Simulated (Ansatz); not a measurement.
# Transmission past a defect: (4,0) C nanotube, P in place of one C, part 2 of 4

Wanted: the relaxed defect and the transmission past it, beside the channels of the perfect wire.

Ansatz 0.2.0; DFT PBE, plane waves, PAW; relaxation of a wire's period (the session's first sound run).

So far. Step 2 (Relaxation of atoms and period): The cell's length comes to 4.216 Å with spin left out.

## Step 3: Bands of the perfect wire

This step: DFT PBE, plane waves, PAW; channels and complex bands of a perfect wire (Ansatz 0.2.0).

At the relaxed period the Bloch states of the perfect wire are found at each energy: those that move forward count the open channels, and those that decay describe how a disturbance dies away inside the wire itself. An energy step of 0.035 eV is under the 0.039 eV that the program asks for its thermal average at 300 K.

Contents of input.yaml:

```yaml
crystal:
  lattice:
    - [9.932, 0.0, 0.0]
    - [0.0, 9.932, 0.0]
    - [0.0, 0.0, 4.2163403196]
  atoms:
    - { symbol: C, position: [0.330192775, 0.499977252, 0.002066957] }
    - { symbol: C, position: [0.499977252, 0.669761728, 0.002066957] }
    - { symbol: C, position: [0.499977252, 0.330192775, 0.002066957] }
    - { symbol: C, position: [0.669761728, 0.499977252, 0.002066957] }
    - { symbol: C, position: [0.330192775, 0.499977252, 0.331266377] }
    - { symbol: C, position: [0.499977252, 0.669761728, 0.331266377] }
    - { symbol: C, position: [0.499977252, 0.330192775, 0.331266377] }
    - { symbol: C, position: [0.669761728, 0.499977252, 0.331266377] }
    - { symbol: C, position: [0.37990611, 0.620048393, 0.502107724] }
    - { symbol: C, position: [0.37990611, 0.37990611, 0.502107724] }
    - { symbol: C, position: [0.620048393, 0.620048393, 0.502107724] }
    - { symbol: C, position: [0.620048393, 0.37990611, 0.502107724] }
    - { symbol: C, position: [0.37990611, 0.620048393, 0.83122561] }
    - { symbol: C, position: [0.37990611, 0.37990611, 0.83122561] }
    - { symbol: C, position: [0.620048393, 0.620048393, 0.83122561] }
    - { symbol: C, position: [0.620048393, 0.37990611, 0.83122561] }
kpoints:
  mp_grid: { grid: [1, 1, 19] }
scf:
  occupations: { method: fermi_dirac, width: 0.05 }
hamiltonian:
  xc: pbe
output:
  transmission:
    e_range: [-1.26, 1.26]
    de: 0.035
    kmesh: [1, 1]
    reduced_basis: true
    leads: [[0, 0]]
basis:
  ecutwfc: "350 eV"
```

Launch:

```console
ansatz run input.yaml --threads 4 --pin off --max-ram 16384MiB --backend cpu --events-out ev --progress --plain --runs-dir out
```

Numbers of over 12 decimals in the logs are rounded to 6 here.

What it wrote:

```text
Warning: basis.ecutwfc = 350 eV is below the records' recommended 420 eV, and the density's cutoff is lower with it unless basis.ecutrho_ratio is high enough to keep the records' density cutoff: compare with a run at a higher cutoff
[...]
Crystal: 16 atoms, lattice volume = 415.919 Å³
Basis set: ecut = 350 eV, 6209 PW (Γ)
Bands: 48, of which v1, the nominal top of the filled ones, is band 32 counted from 1 (31 counted from 0)
Symmetry: 16 space group operations
[...]
k-points: 10 of 19
[...]
SCF iter   1: F=—  HF=-4002.728136 eV  |F-HF|=—  |Δ(HF+E_count)|=         —  Δρ=7.22e-3  dr2=1.55e-1  ethr=1.77e-3  ⟨swp⟩=10.9  Hψ=3027  notcnv=0  defer=59
[...]
SCF iter   7: F=-4002.708173 eV  HF=-4002.708173 eV  |F-HF|=2.98e-9  |Δ(HF+E_count)|=   4.93e-8  Δρ=1.10e-6  dr2=7.24e-9  ethr=1.56e-10  ⟨swp⟩=19.3  Hψ=2603  notcnv=0
SCF 1 converged in 7 iterations: F = -4002.708173 eV  dr2 = 7.24e-9
[...]
transmission: 7 of 7 steps passed
SCF converged after 7 iterations
Free energy (F): -4002.708173 eV
[...]
Internal energy: -4002.685812 eV  (E = F + TS)
E sigma→0 (E₀):  -4002.696993 eV
Entropy (-TS):   -0.022361 eV (-1.398 meV/atom)
Fermi energy:    -1.683816 eV
[...]
--- Band table (eV; the first three rows and the last of 10) ---
  k-point 0: bands = [... 28 lower, -2.8626, -2.4055, -2.3884, -1.0439, -1.0439, -0.7493, -0.7493, 2.7795, ... 12 higher]
  k-point 1: bands = [... 28 lower, -2.6406, -2.3954, -2.3793, -1.3125, -1.3125, -0.4942, -0.4942, 2.7352, ... 12 higher]
  k-point 2: bands = [... 28 lower, -2.3671, -2.3512, -2.3082, -1.6992, -1.6992, -0.1455, -0.1455, 2.6082, ... 12 higher]
  k-point 9: bands = [... 28 lower, -4.2270, -4.2270, -1.9904, -1.9823, -0.0055, 0.3539, 1.8459, 1.8951, ... 12 higher]
--- Transmission ---
  basis      : 725 plane waves across, 7 finite elements along
  points     : 1, standing for a mesh of 1 x 1
  filling    : by the input's occupations and mesh, since the crystals that have channels conduct as metals do. If one of these is a semiconductor, that mesh has misplaced its level
  energies   : 73 from -1.260000 to 1.260000 eV about the Fermi level, 0.035000 eV apart; the leads are filled to 0.000000 eV, and channels, transmission and decay are at 0.000000 eV
  crystal 0  : C16, at the sites [0, 0], period 4.2163 Å: whole cells are its period
    offset         : up to 0.0000 Å between an atom of the period and one for which it stands
    filled         : 5.9 meV over the level at which it is neutral
    channels       : 3.000000e0 a spin
    conductance    : 2.3564e14 S/m² at 300 K; may be off by some 0.0 % by where its bands' edges are placed, 0.0 % from the distance to neutral
```

Wall time 7.6 min (4 threads of Arm Neoverse V1, shared host); peak memory 4.8 GiB.

This step gave:

- energy at zero smearing: -4002.6970 eV
- channels at the energy nearest the Fermi level, one spin: 3
- conductance of the lead as this run defines it: 3.000 G₀
- band gap: 0 eV

Open channels of the lead, one spin against energy, zero at the Fermi level:

```csv
energy (eV),"open channels of the lead, one spin"
-1.26,2
-1.19,2
-1.12,3
-1.05,3
-0.98,3
-0.91,3
-0.84,3
-0.77,3
-0.70,5
-0.63,5
-0.59,5
-0.53,5
-0.46,5
-0.39,5
-0.32,5
-0.24,3
-0.17,3
-0.10,3
-0.04,3
0.00,3
0.04,3
0.10,3
0.17,3
0.24,3
0.32,3
0.39,3
0.46,3
0.53,3
0.59,3
0.63,1
0.70,1
0.77,1
0.84,1
0.91,1
0.98,3
1.05,3
1.12,3
1.19,3
1.26,3
```

The slowest values at each energy, most degenerate partners merged, listed up to 1.5 1/Å. Im kz of the slowest decaying states against energy, zero at the Fermi level:

```
energy (eV)  decay 1 (Å⁻¹)  decay 2 (Å⁻¹)  decay 3 (Å⁻¹)  decay 4 (Å⁻¹)
      -1.26         0.0328          0.226          0.327          0.432
      -1.16          0.246          0.342          0.439          0.480
      -1.05          0.264          0.356          0.423          0.435
      -0.94          0.280          0.354          0.368          0.369
      -0.84          0.259          0.279          0.295          0.381
      -0.77          0.160          0.191          0.304          0.389
      -0.67          0.316          0.401          0.468          0.541
      -0.56          0.327          0.411          0.473          0.543
      -0.46          0.338          0.422          0.478          0.546
      -0.35          0.347          0.431          0.483          0.548
      -0.24          0.160          0.168          0.356          0.441
      -0.14          0.253          0.256          0.364          0.450
      -0.04          0.309          0.309          0.371          0.458
       0.00          0.323          0.324          0.374          0.461
       0.04          0.336          0.337          0.376          0.464
       0.14          0.368          0.370          0.383          0.472
       0.24          0.389          0.393          0.395          0.479
       0.35          0.394          0.413          0.416          0.487
       0.46          0.399          0.429          0.432          0.494
       0.56          0.404          0.442          0.445          0.500
       0.67         0.0194          0.408          0.452          0.456
       0.77         0.0299          0.412          0.461          0.465
       0.84         0.0270          0.414          0.465          0.469
       0.94          0.417          0.470          0.475          0.520
       1.05          0.420          0.474          0.478          0.522
       1.16          0.423          0.476          0.481          0.524
       1.26          0.425          0.476          0.481          0.525
```

By hand: the program gives 2.3564 × 10^14 S/m² over the cell's cross-section of 98.64 Å² = 9.864 × 10^-19 m², so one cell conducts 2.324 × 10^-4 S. Divided by G0 = 2e²/h = 7.748 × 10^-5 S this is 3.00 G0, a resistance of 4.30 kΩ.

At the computed energy nearest the Fermi level there are 3 channels a spin, and the thermal average gives 3.00 G₀.

[end of part 2 of 4]

[Logs are printed without paths, hosts, clocks, repeated set-up lines and the standing remarks that a program may print on its own settings, such as how far it seeks lower states.]

[Hosts, paths, dates, database ids (printed as entryN), source tags and the programs' standing remarks are cut or masked in the printed files.]
